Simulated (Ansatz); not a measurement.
SiC built on the zincblende prototype: a single-point calculation in the plane-wave code Ansatz (r2SCAN). The cell was relaxed with r2SCAN and then strained (uniaxial -2.0 % along z, other directions held), with the atoms relaxed again with r2SCAN; k points keep the names of the unstrained zone.

input.yaml:
```yaml
crystal:
  lattice:
    - [0.0, 2.178052345, 2.1344912981]
    - [2.178052345, 0.0, 2.1344912981]
    - [2.178052345, 2.178052345, 0.0]
  atoms:
    - { symbol: Si, position: [0.0, 0.0, 0.0] }
    - { symbol: C, position: [0.25, 0.25, 0.25] }
kpoints:
  mp_grid: { grid: [10, 10, 10] }
  band_path:
    path:
      - [0.0, 0.0, 0.0]
      - [-0.5, -0.5, 0.0]
      - [-0.375, -0.375, 0.25]
      - [-0.375, 0.0, 0.375]
      - [0.0, 0.0, 0.5]
      - [-0.5, -0.25, 0.25]
    npoints: 1
hamiltonian:
  xc: r2scan
scf:
  occupations: { method: fixed }
  n_extra_bands: 4
output:
  forces: true
  stress: true
  eigenvalues: true
```

Problem. What does the program print?

Solution. What the program printed (shortened):
```
scf.n_extra_bands = 4 over 4 filled bands (N_el = 8.0): the run solves 8 bands
Pseudopotential: Si, paw, valence charge 4, recommended cutoff 500 eV (meta_gga)
Pseudopotential: C, paw, valence charge 4, recommended cutoff 500 eV (meta_gga)
Functional definition: r2SCAN
Crystal: 2 atoms, lattice volume = 20.252 Å³
Basis set: ecut = 500 eV, 531 PW (Γ)
Symmetry: 8 space group operations
Space group: I-4m2 (ITA 119)
k-points: 102 of 1000 (time reversal used)
Free energy (F): -891.323065 eV
Fermi energy:    9.727186 eV
--- Stress (GPa, compression-positive) ---
        2.971384       0.000000       0.000000
        0.000000       2.971384       0.000000
        0.000000       0.000000       8.403223
  P = ⅓ Tr σ = 4.7820 GPa (47.820 kbar)
```
Iteration counts and the last digits belong to this one run.

bands.tsv, columns around the gap (it counts bands from 0):
```tsv
# k_distance	band_0	band_1	band_2	band_3	band_4	band_5	band_6	band_7
# fermi_ev = 9.727186
# [0, 0, 0] at k_distance = 0.000000
# [-0.5, -0.5, 0] at k_distance = 1.471823
# [-0.375, -0.375, 0.25] at k_distance = 1.981783
# [-0.375, 0, 0.375] at k_distance = 2.868091
# [0, 0, 0.5] at k_distance = 3.754398
# [-0.5, -0.25, 0.25] at k_distance = 4.784779
# levels_relative_to = fermi_ev
0.000	-16.446	-0.139	-0.139	0.000	6.975	7.882	7.939	7.939
1.472	-11.142	-8.039	-3.619	-3.619	1.480	4.566	15.213	15.213
1.982	-11.210	-7.526	-5.900	-2.992	3.293	8.178	12.717	13.641
2.868	-11.281	-7.708	-5.920	-2.759	3.556	8.577	12.727	13.575
3.754	-12.739	-9.031	-1.331	-1.075	6.050	7.583	7.951	10.981
4.785	-11.009	-7.345	-5.345	-4.978	5.558	10.030	10.110	10.502
```
In order the rows are Γ, X, U, K, L, W.

With r2SCAN the valence top lies at Γ and the conduction bottom at X, 1.48 eV higher; the smallest vertical gap, at X (0, -1/2, -1/2), is 5.05 eV. The mean pressure at these positions is +4.78 GPa, compression counted positive.

No spin polarisation and no zero-point or thermal motion.
